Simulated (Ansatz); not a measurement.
Set up this calculation in Ansatz 0.2.0, as the native input.

```yaml
Task: relaxation of cell and atoms
Functional: BLYP
Dispersion: D4
Potentials_or_basis: Ansatz PAW
Cutoff: "420 eV (not typed: the program's choice for these potentials)"
k_mesh: 8 × 8 × 7
Occupations: fermi-dirac, width 0.05 eV
Spin: no spin polarisation
```

PbS:

```
CELL_PARAMETERS angstrom
4.08970 0.00000 0.00000
-2.04485 3.54178 0.00000
0.00000 0.00000 3.78817
ATOMIC_POSITIONS crystal
Pb 0.00000 0.00000 0.00000
S 0.66667 0.33333 0.50000
```

Measurements of this composition are mostly on another form, of space group No. 225.

These files were run (other wordings do the same):

input.yaml

```yaml
crystal:
  lattice:
    - [4.0896976867, 0.0, 0.0]
    - [-2.0448488433, 3.5417820905, 0.0]
    - [0.0, 0.0, 3.788167]
  atoms:
    - { symbol: Pb, position: [0.0, 0.0, 0.0] }
    - { symbol: S, position: [0.6666666667, 0.3333333333, 0.5] }
hamiltonian:
  xc: blyp
  pseudopotentials: { kind: paw }
  dispersion: d4
kpoints:
  mp_grid: { grid: [8, 8, 7] }
scf:
  occupations: { method: fermi_dirac, width: 0.05 }
output:
  forces: true
  stress: true
  eigenvalues: true
relax:
  f_tol: 0.01
  max_steps: 40
  cell: { stress_tol: 0.05 }
```

Potentials or basis: Ansatz PAW.

Command:

```console
$ ansatz run input.yaml --threads 2 --pin off --max-ram 5632MiB --backend cpu --events-out ev --progress --plain --runs-dir out
```

It gave:

- Relaxed volume: 27.21 Å³/atom
- Relaxed cell: a = 4.061 Å, b = 4.061 Å, c = 3.811 Å, α = 90.00°, β = 90.00°, γ = 120.00°
- Space group after relaxing (to 0.05 Å): P-6m2 (No. 187)
- Energy gained by relaxing: 0.8 meV/atom
- Ionic steps: 4
- Pressure after relaxing: 0.0 GPa
- Band gap on the k mesh: 0.23 eV, indirect (least direct gap 1.73 eV)

Caveat: odd divisions of the mesh miss points on the zone boundary, where band edges often lie, so the gap on the mesh can be too wide; the plane-wave basis is chosen anew once the cell has moved, so the energies of steps on either side of that aren't comparable; spin-orbit coupling is left out, which as a rule narrows the gap of such compounds by several tenths of an eV; the PAW data sets come from PBE, with cores solved anew for the run's functional, which leaves a small shift of forces and pressure.

It took 13 s on 2 threads of Arm Neoverse N1, on a shared host, peak memory 0.35 GiB.
